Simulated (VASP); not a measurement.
Input of a VASP 6.6.1 run:

Contents of run.py:

```python
from ase.calculators.vasp import Vasp
from ase.dft.bandgap import bandgap
from ase.io import read

atoms = read('Te2Pt.xyz')
calc = Vasp(
    directory='calc',
    xc='pbe',
    pp='PBE',
    setups={'base': 'minimal', 'Pt': '_GW', 'Te': '_GW'},
    prec='Accurate',
    encut=550,
    ediff=1e-07,
    ismear=0,
    sigma=0.05,
    lreal=False,
    lasph=True,
    nelm=100,
    algo='Normal',
    isif=2,
    lwave=False,
    lcharg=False,
    kpts=[8, 8, 5],
    gamma=True,
    nbands=18,
)
atoms.calc = calc

print('energy (eV):', atoms.get_potential_energy())
print('free energy (eV):', atoms.get_potential_energy(force_consistent=True))
print('forces (eV/A):')
print(atoms.get_forces())
print('stress (eV/A^3, Voigt):', atoms.get_stress())
print('Fermi level (eV):', calc.get_fermi_level())
gap, top, bottom = bandgap(calc)
print('band gap (eV):', gap, 'from (spin, k, band)', top, 'to', bottom)
```

Contents of Te2Pt.xyz:

```xyz
3
Lattice="4.0100000000 0.0000000000 0.0000000000 -2.0050000000 3.4727618692 0.0000000000 0.0000000000 0.0000000000 5.2010000000" Properties=species:S:1:pos:R:3 pbc="T T T"
Pt     0.0000000000      0.0000000000      0.0000000000
Te     2.0050000002      1.1575872896      3.9007500000
Te    -0.0000000002      2.3151745796      1.3002500000
```

Potentials or basis: VASP PAW PBE potentials, release 64 (Pt_GW, Te_GW).

Launch:

```bash
$ python run.py
```

Question: Estimate the largest force.

Answer: 0.944 eV/Å.

Question: Predict the pressure.

Answer: 8.2 GPa.

Question: Estimate the band gap on the k mesh.

Answer: None (metal or under the smearing width).

Stress tensor (GPa, compression positive):
```
8.71 0.00 0.00
0.00 8.71 0.00
0.00 0.00 7.18
```

The run has no spin-orbit coupling, so splittings on Pt, Te are missing.
